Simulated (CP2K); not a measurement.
AlN under changes of volume

One of the cells (10.451 Å³/atom); the others are scaled copies at fixed shape and fractional positions:

```
Al N
1.0
     3.11300    0.00000    0.00000
    -1.55650    2.69594    0.00000
     0.00000    0.00000    4.98100
Al N
2 2
Direct
  0.66691 0.33624 0.49984
  0.32689 0.66785 0.99814
  0.66966 0.33311 0.87796
  0.33694 0.66930 0.38285
```

| Quantity | Value |
| --- | --- |
| Program | CP2K 2026.2 |
| Functional | revPBE |
| Potentials or basis | POTENTIAL_UZH Al GTH-PBE-q3, N GTH-PBE-q5; TZVP-MOLOPT-PBE-GTH basis |
| Density cutoff | 6123 eV |
| k mesh | 10 × 10 × 6 |
| Occupations | gaussian, width 0.05 eV |
| Spin | no spin polarisation |

| volume (Å³/atom) | energy over the lowest point (meV/atom) | pressure (GPa) | gap on the mesh (eV) | largest force (eV/Å) |
| --- | --- | --- | --- | --- |
| 9.824 | ? | ? | ? | ? |
| 10.033 | 20.27 | 11.8 | 4.62 | 0.600 |
| 10.242 | 7.92 | 7.2 | 4.44 | 0.562 |
| 10.451 | 1.34 | 3.0 | 4.26 | 0.526 |
| 10.660 | 0.00 | -0.9 | 4.09 | 0.492 |
| 10.869 | 3.22 | -4.3 | 3.92 | 0.488 |
| 11.078 | 10.93 | -7.5 | 3.75 | 0.459 |

Q: What does the run at 9.824 Å³/atom give?

A: Energy over the lowest point 38.97 meV/atom; pressure 16.9 GPa; gap on the mesh 4.82 eV; largest force 0.641 eV/Å.

Worked out: A Birch-Murnaghan fit of order 3 (a polynomial in V^(-2/3)) to the other rows has its minimum at 10.61 Å³/atom with B0 = V·E''(V) = 188 GPa and B' = 3.8 at fixed shape and positions, which overstates the stiffness. It gives 38.88 meV/atom at 9.824 Å³/atom, against the run's 38.97, and -dE/dV = 16.8 GPa, against 16.9. A straight line through the other rows of the gap, of slope -8.77 eV per unit of ln V (its deformation potential), extrapolates to 4.80 eV, against the run's 4.82.

Energies are extrapolated to zero smearing.

Caveats: the potentials were made for another functional, which shifts forces and pressure; the basis of atomic orbitals isn't converged, which shifts pressures, moduli and gaps.

A mesh can miss the band edges.
